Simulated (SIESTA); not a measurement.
ZrB2:

```
Zr B
1.0
     3.17000    0.00000    0.00000
    -1.58500    2.74530    0.00000
     0.00000    0.00000    3.53300
Zr B
1 2
Direct
  0.00000 0.00000 0.00000
  0.66667 0.33333 0.50000
  0.33333 0.66667 0.50000
```

| Property | Result |
| --- | --- |
| Program | SIESTA 5.4.2 |
| Task | single point |
| Functional | PBE |
| Potentials or basis | PseudoDojo 0.4 standard (PBE files) |
| Basis | DZP (energy shift 0.002 Ry) |
| Grid cutoff | 800 Ry |
| Energy shift | 0.002 Ry |
| k mesh | 10 × 10 × 8 |
| Occupations | fermi-dirac, width 0.05 eV |
| Spin | no spin polarisation |

On this cell: pressure 1.6 GPa; largest force under 0.003 eV/Å; band gap on the k mesh none (metal or under the smearing width).

The same run follows on a disturbed copy (atoms moved at random, drawn with an rms of 0.05 Å):

```
Zr B
1.0
     3.17000    0.00000    0.00000
    -1.58500    2.74530    0.00000
     0.00000    0.00000    3.53300
Zr B
1 2
Cartesian
  -0.0317 0.0579 -0.0309
  1.5522 0.9061 1.7516
  0.0305 1.8258 1.8164
```

**Question.** What changes?

**Answer.** The energy (extrapolated to zero smearing) moves by +29.3 meV/atom; pressure 2.6 GPa; largest force 1.298 eV/Å; band gap on the k mesh none (metal or under the smearing width).

Forces on the atoms (eV/Å):
```
Zr   0.381 -0.855  0.731
B    0.583  0.404  0.013
B   -0.964  0.451 -0.744
```

Stress tensor (GPa, compression positive):
```
 3.31  0.23  0.45
 0.23  3.11 -0.76
 0.45 -0.76  1.42
```

Caveats: semicore shells carry a single zeta, which can move pressures by several GPa and volumes by a few percent; the basis of atomic orbitals isn't converged, which shifts pressures, moduli and gaps.
